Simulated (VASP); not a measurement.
# Se: single point with PBE

Crystal: Se.

```
CELL_PARAMETERS angstrom
3.81756 0.00000 0.00000
0.00000 3.81756 0.00000
0.00000 0.00000 6.59274
ATOMIC_POSITIONS crystal
Se 0.11351 0.11351 0.50000
Se 0.38649 0.61351 0.75000
Se 0.61351 0.38649 0.25000
Se 0.88649 0.88649 0.00000
```

The cell was built by a generator and needn't be a form met in nature.

The cell isn't the ideal one: random cell with space group P4_12_12 (No. 92).

| Quantity | Value |
| --- | --- |
| Program | VASP 6.6.1 |
| Task | single point |
| Functional | PBE |
| Potentials or basis | VASP PAW PBE potentials, release 64 (Se) |
| Cutoff | 520 eV |
| k mesh | 12 × 12 × 8 |
| Occupations | gaussian, width 0.1 eV |
| Spin | no spin polarisation |

```json
{"Pressure": "0.0 GPa", "Largest force": "0.005 eV/Å", "Band gap on the k mesh": "none (metal or under the smearing width)"}
```

Forces in eV/Å, atoms in the order of the input:
```
Se  -0.003 -0.003  0.000
Se   0.003 -0.003  0.000
Se  -0.003  0.003  0.000
Se   0.003  0.003  0.000
```

Levels at points of the mesh, in eV from the Fermi level:
| k point | band 10 | band 11 | band 12 | band 13 | band 14 | band 15 |
| --- | --- | --- | --- | --- | --- | --- |
| (0.00, 0.00, 0.00) | -2.85 | -2.85 | -0.20 | 0.71 | 0.71 | 0.74 |
| (0.50, 0.00, 0.00) | -2.09 | -0.89 | -0.89 | 0.01 | 0.01 | 1.56 |
| (0.50, 0.50, 0.00) | -3.50 | -3.09 | -3.09 | 1.43 | 1.43 | 2.49 |
| (0.00, 0.00, 0.50) | -2.13 | -0.42 | -0.42 | -0.06 | -0.06 | 0.32 |
| (0.50, 0.00, 0.50) | -3.01 | -0.83 | -0.83 | 0.91 | 0.91 | 1.48 |
| (0.50, 0.50, 0.50) | -2.10 | -2.10 | -2.10 | 0.44 | 0.44 | 0.44 |

It took 2.5 min on 1 thread of Intel(R) Xeon(R) Platinum 8259CL CPU @ 2.50GHz (Skylake/Cascade Lake), on a shared host, peak memory 0.33 GiB.
